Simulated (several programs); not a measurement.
# What each method gives for KBr (Fm-3m)

KBr (started from an entry of an open crystallographic database), relaxed with r2SCAN in Ansatz, was computed with several methods. Space group Fm-3m (No. 225), cubic; conventional cell a = 6.605 Å, 36.02 Å³ an atom. K is surrounded by 6 Br at 3.30 Å; Br is surrounded by 6 K at 3.30 Å. Spin-unpolarised throughout; all numbers are computed.

```
K Br
1.0
     0.00000    3.30244    3.30244
     3.30244    0.00000    3.30244
     3.30244    3.30244    0.00000
K Br
1 1
Direct
  0.00000 0.00000 0.00000
  0.50000 0.50000 0.50000
```

Gaps and times are for a single point on this cell; volume and bulk modulus come from each method's own relaxation or energy curve at fixed shape. Times are rough, from shared hosts (Arm Neoverse V1; Arm Neoverse V2; NVIDIA H100 80GB HBM3), and each method has its own mesh and cell size. A dagger marks a closed or tiny gap in a crystal that DFT finds insulating: a failure of the method or a wrong SCF state. A star marks a curve whose lowest point is an end point. PM6 (MOPAC), PM7 (MOPAC), GFN1-xTB (tblite), GFN2-xTB (tblite) treat a cluster of cells at its zone centre, which samples few k points: where these miss a band edge, the gap comes out too large for that reason alone. Gaps from k meshes are read at a limited set of points (mesh, symmetry points, PBE's band edges), so each method's own least gap may be somewhat smaller. Force fields have no electrons; where one was fitted to this phase, its volume and modulus reflect the fit. xTB and the PM methods were fitted mostly to molecules, and can miss a solid's gap by electronvolts. Minimal bases can be far off for gaps. Times of the plane-wave rungs are withheld (a dash), since they come from other jobs, hosts and meshes; the meshes of hybrids and Hartree-Fock don't converge their gaps to the digits shown. GLLB-SC's gap includes the derivative discontinuity. G0W0 is at finite bands, cutoff and mesh. d marks a direct gap, i an indirect one (no mark: not told apart), a dash a value that wasn't computed or didn't pass its checks.

| method | kind | gap (eV) | own volume (Å³/atom) | bulk modulus (GPa) | atoms computed | processor time |
| --- | --- | --- | --- | --- | --- | --- |
| PBEsol | semilocal | – | 35.15 | – | 2 | – |
| ffield.eim (LAMMPS) | force field | – | – | – | 2 | 0.13 s |
| light PBE (260 eV, its own mesh) | light plane-wave | 4.46 d | – | – | 2 | 0.68 s |
| LDA | semilocal | 4.02 d | 32.35 | – | 2 | – |
| PBE | semilocal | 4.43 d | 37.61 | 13 | 2 | – |
| GFN1-xTB (tblite) | tight binding | 0.25† | 32.60* | – | cluster | 2.9 s |
| PM7 (MOPAC) | semi-empirical | 11.73 | – | – | cluster | 4.2 s |
| r2SCAN | semilocal | 5.07 d | 36.02 | 16 | 2 | – |
| PM6 (MOPAC) | semi-empirical | 9.10 | – | – | cluster | 4.7 s |
| GFN2-xTB (tblite) | tight binding | 5.95 | – | – | cluster | 4.8 s |
| PBE+SOC | semilocal | 4.27 d | – | – | 2 | – |
| PBE/SZV (CP2K) | small basis | 3.50 d | 38.94 | 16 | 2 | 8.7 s |
| PBE/single zeta (GPAW) | small basis | 4.10 d | – | – | 2 | 11 s |
| GLLB-SC (GPAW) | model potential | 8.49 | – | – | 2 | 12 s |
| G0W0@r2SCAN (180 eV screening cutoff) | many-body | 7.35 | – | – | 2 | – |
| PBE/DZVP (CP2K) | small basis | 4.51 d | 38.10 | 14 | 2 | 19 s |
| G0W0@PBE (260 eV screening cutoff) | many-body | 7.08 | – | – | 2 | – |
| LC-ωPBE | hybrid | 10.72 d | – | – | 2 | – |
| G0W0@HSE06 (180 eV screening cutoff) | many-body | 7.59 | – | – | 2 | – |
| PBE0 | hybrid | 6.31 d | – | – | 2 | – |
| HSE06 | hybrid | 5.60 d | 37.00 | – | 2 | – |
| DDH-PBE0 | hybrid | 7.41 d | – | – | 2 | – |
| r2SCAN0 | hybrid | 6.64 d | – | – | 2 | – |
| G0W0@PBE0 (180 eV screening cutoff) | many-body | 7.81 | – | – | 2 | – |
| G0W0@LDA (140 eV screening cutoff) | many-body | 6.77 | – | – | 2 | – |
| HSE06+SOC | hybrid | 5.42 d | – | – | 2 | – |

Against HSE06 (5.60 eV) and with closed or daggered gaps left aside, the nearest gap at the points sampled is that of HSE06+SOC (-0.17 eV) and the farthest that of PM7 (MOPAC) (+6.14 eV). HSE06 is only a yardstick of convenience: for gaps this wide it usually falls short of measured ones, so a larger value can be the better one.

Volumes against r2SCAN's: PBEsol -2.4 %, LDA -10.2 %, PBE +4.4 %, PBE/SZV (CP2K) +8.1 %, PBE/DZVP (CP2K) +5.8 %, HSE06 +2.7 %.

Only the rows marked +SOC include spin-orbit coupling.
